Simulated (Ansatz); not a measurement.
Crystal: Te2Mo.

```xyz
6
Lattice="3.5182 0.0000 0.0000 -1.7591 3.0469 0.0000 0.0000 0.0000 13.9736" Properties=species:S:1:pos:R:3 pbc="T T T"
Te    1.7591    1.0156    5.2960
Te    0.0000    2.0312   12.2828
Te    1.7591    1.0156    1.6908
Te    0.0000    2.0312    8.6776
Mo    1.7591    1.0156   10.4802
Mo    0.0000    2.0312    3.4934
```

```yaml
Program: Ansatz 0.2.0
Task: relaxation of cell and atoms
Functional: LDA
Potentials_or_basis: Ansatz PAW
Cutoff: "420 eV (not typed: the program's choice for these potentials)"
k_mesh: 9 × 9 × 2
Occupations: fermi-dirac, width 0.05 eV
Spin: no spin polarisation
```

At the start: volume 24.96 Å³/atom.

Question: Where does the relaxation end?

Answer: It ends after 4 steps and the volume is 23.96 Å³/atom (-4.0 %); space group P6_3/mmc (No. 194, to 0.05 Å).

Step by step:
| step | energy change (eV) | largest force (eV/Å) | volume (Å³) |
| --- | --- | --- | --- |
| 1 | 0.0000 | 0.2935 | 149.79 |
| 2 | -0.0464 | 0.0243 | 144.98 |
| 3 | -0.0477 | 0.0049 | 143.74 |
| 4 | -0.0463 | 0.0047 | 143.74 |

Final structure:
```yaml
crystal:
  lattice:
    - [3.47187, 0.00000, 0.00000]
    - [-1.73593, 3.00673, 0.00000]
    - [0.00000, 0.00000, 13.76982]
  atoms:
    - { symbol: Te, position: [0.66667, 0.33333, 0.38048] }
    - { symbol: Te, position: [0.33333, 0.66667, 0.88048] }
    - { symbol: Te, position: [0.66667, 0.33333, 0.11952] }
    - { symbol: Te, position: [0.33333, 0.66667, 0.61952] }
    - { symbol: Mo, position: [0.66667, 0.33333, 0.75000] }
    - { symbol: Mo, position: [0.33333, 0.66667, 0.25000] }
```

Caveat: the plane-wave basis is chosen anew once the cell has moved, so the energies of steps on either side of that aren't comparable; the PAW data sets come from PBE, with cores solved anew for the run's functional, which leaves a small shift of forces and pressure.
